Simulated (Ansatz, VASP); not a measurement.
This is a calculation of NiO for VASP 6.6.1. 

Contents of INCAR:

```
SYSTEM = NiO
ALGO = Normal ; EDIFF = 1E-6
ENCUT = 520 ; GGA = PE
ISIF = 2 ; ISMEAR = 0
ISPIN = 2 ; LASPH = .TRUE.
LCHARG = .FALSE. ; LMAXMIX = 4
LORBIT = 11 ; LREAL = .FALSE.
LWAVE = .FALSE. ; MAGMOM = 1 0
NELM = 150 ; PREC = Accurate
SIGMA = 0.023
```

KPOINTS

```
k-points
0
G
  11 11 11
  0 0 0
```

File POSCAR:

```
NiO
1.0
    0.0000000000      2.0859016414      2.0859016414
    2.0859016414      0.0000000000      2.0859016414
    2.0859016414      2.0859016414      0.0000000000
Ni O
1 1
Direct
    0.0000000000      0.0000000000      0.0000000000
    0.5000000000      0.5000000000      0.5000000000
```

Potentials or basis: VASP PAW PBE potentials, release 64 (Ni, O).

Run with:

```console
$ cat potpaw_PBE.64/Ni/POTCAR potpaw_PBE.64/O/POTCAR > POTCAR
$ mpirun -np 1 vasp_std > vasp.out
```

Translate it to Ansatz 0.2.0. Potentials or basis there: all-electron LAPW, scalar-relativistic.

As run (cutoffs and basis follow the program's own potentials, and thresholds, step limits or extra output files can differ):

File input.yaml:

```yaml
crystal:
  lattice:
    - [0.0, 2.0859016414, 2.0859016414]
    - [2.0859016414, 0.0, 2.0859016414]
    - [2.0859016414, 2.0859016414, 0.0]
  atoms:
    - { symbol: Ni, position: [0.0, 0.0, 0.0], spin: 1.0 }
    - { symbol: O, position: [0.5, 0.5, 0.5] }
kpoints:
  mp_grid: { grid: [11, 11, 11] }
scf:
  occupations: { method: gaussian, width: 0.023 }
hamiltonian:
  xc: pbe
  pseudopotentials: { kind: all_electron, lapw: { basis_error: 0.001 } }
magnetization:
  spin_polarized: true
output:
  forces: true
  stress: true
  eigenvalues: true
```

Potentials or basis: all-electron LAPW, scalar-relativistic.

The run is started by

```bash
$ ansatz run input.yaml --threads 2 --pin off --max-ram 6144MiB --backend cpu --events-out ev --progress --plain --runs-dir out
```

Both were run:

|  | VASP | Ansatz |
| --- | --- | --- |
| Pressure | 6.0 GPa | 6.6 GPa |
| Net moment | 1.77 μB per cell | 1.82 μB per cell |

Where Ansatz's input types no cutoff or centring, it takes its own default and a Γ-centred mesh.

The magnetic state is the one that the start led to; the real crystal's order can differ.

Pressure is positive in compression.
